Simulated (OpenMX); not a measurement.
The system is FeO (Wuestite).

```
Fe O
1.0
     0.00000    2.15540    2.15540
     2.15540    0.00000    2.15540
     2.15540    2.15540    0.00000
Fe O
1 1
Direct
  0.00000 0.00000 0.00000
  0.50000 0.50000 0.50000
```

| Quantity | Value |
| --- | --- |
| Program | OpenMX 3.8.5 |
| Task | single point |
| Functional | PBE |
| Potentials or basis | OpenMX 2013 PBE set, Fe6.0H-s3p2d2, O6.0-s2p2d1, grid cutoff 500 Ry |
| k mesh | 11 × 11 × 11 |
| Occupations | fermi-dirac, width 0.05 eV |
| Spin | collinear spin, ferromagnetic start |
| Starting moments | [3.0, 0.0] μB |

On this cell: pressure -1.4 GPa; largest force zero by symmetry; net moment 4.00 μB per cell; site moments Fe +3.64; O +0.36 μB; band gap on the k mesh none (metal or under the smearing width).

The same run follows on a disturbed copy (atoms moved at random, drawn with an rms of 0.05 Å):

```
Fe O
1.0
     0.00000    2.15540    2.15540
     2.15540    0.00000    2.15540
     2.15540    2.15540    0.00000
Fe O
1 1
Cartesian
  0.0449 0.0680 0.0221
  2.1631 2.1655 2.2137
```

What changes?

The energy (extrapolated to zero smearing) moves by +5.3 meV/atom; pressure -0.9 GPa; largest force 0.246 eV/Å; net moment 4.00 μB per cell; site moments Fe +3.64; O +0.36 μB; band gap on the k mesh none (metal or under the smearing width).

Forces in eV/Å, atoms in the order of the input:
```
Fe  -0.092 -0.191  0.090
O    0.117  0.181 -0.119
```

The forces don't sum to zero, so they hold noise of the program's grid.

Caveats: the basis of atomic orbitals isn't converged, which shifts pressures, moduli and gaps; a cell with one magnetic atom can't hold antiferromagnetic order, which such compounds often take; semilocal functionals often make such compounds metallic where correlation or magnetic order opens a gap, which also shifts bond lengths.
